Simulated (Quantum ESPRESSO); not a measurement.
Ni:

```
Ni
1.0
    -1.38372    1.38372    1.38372
     1.38372   -1.38372    1.38372
     1.38372    1.38372   -1.38372
Ni
1
Cartesian
  0.0000 0.0000 0.0000
```

This isn't the form of Ni at room conditions, which is fcc.

Base run:

```yaml
Program: Quantum ESPRESSO 7.5
Functional: PBEsol
Potentials_or_basis: GBRV 1.5 PBEsol
Cutoff: 612 eV
Density_cutoff: 4898 eV
k_mesh: 13 × 13 × 13
Occupations: fermi-dirac, width 0.05 eV
Spin: collinear spin, ferromagnetic start
Starting_moments: "[1.0] μB"
Hubbard_terms: Ni d U = 3 eV
```

Its results: band gap on the k mesh none (metal or under the smearing width); pressure -4.7 GPa; net moment 0.62 μB per cell; site moments Ni +0.66 μB.

Q: After a change of settings the same cell gave: band gap on the k mesh none (metal or under the smearing width); pressure -6.1 GPa; net moment 0.62 μB per cell; site moments Ni +0.68 μB. Which change was it?
A. hubbard terms from Ni d U = 3 eV to Ni d U = 1 eV
B. hubbard terms from Ni d U = 3 eV to none
C. hubbard terms from Ni d U = 3 eV to Ni d U = 8 eV

A: C.

Caveats: the U is typed as a test and isn't derived for this compound.
